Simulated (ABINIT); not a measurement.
Input of an ABINIT 10.8.3 (patched build) run:

File run.abi:

```
# Datasets: one volume each
ndtset 7
getwfk -1
scalecart1 3*0.9795861087
scalecart2 3*0.9864848297
scalecart3 3*0.9932883884
scalecart4 3*1.0000000000
scalecart5 3*1.0066227096
scalecart6 3*1.0131594038
scalecart7 3*1.0196128224

# Pseudopotentials
pp_dirpath "./"
pseudos "Zr.GGA_PBE-JTH.xml, N.GGA_PBE-JTH.xml"

# Structure
acell 3.2526911935 3.2526911935 3.2526911935 Angstrom
rprim
     0.0000000000     0.7071067812     0.7071067812
     0.7071067812     0.0000000000     0.7071067812
     0.7071067812     0.7071067812     0.0000000000
ntypat 2
znucl 40 7
natom 2
typat 1 2
xred
     0.5000000000     0.5000000000     0.5000000000
     0.0000000000     0.0000000000     0.0000000000

# Plane-wave basis
ecut 544.227725 eV
pawecutdg 40.0

# k points
kptopt 1
ngkpt 10 10 10
nshiftk 1
shiftk 0.0 0.0 0.0

# Exchange and correlation
ixc 11

# Bands and occupations
nband 13
occopt 3
tsmear 0.05 eV

# SCF cycle
nstep 100
tolvrs 1.0e-9

# Output
iomode 3
prtwf 1
prtden 0
prteig 0
prtebands 0
enunit 1
```

Potentials or basis: JTH PAW PBE v2.0.

Command:

```bash
$ abinit run.abi > log 2>&1
```

Predict the bulk modulus.

249 GPa.

Estimate the equilibrium volume.

12.12 Å³/atom.

Energy against volume, from the lowest point:
```csv
volume (Å³/atom),energy (meV/atom)
11.437,33.24
11.680,13.37
11.924,2.59
12.167,0.00
12.410,5.01
12.654,16.67
12.897,34.52
```

Caveat: the cutoff is too short for stress, so the log's stress isn't used; pressures at fixed basis lie under the slope of the energies.
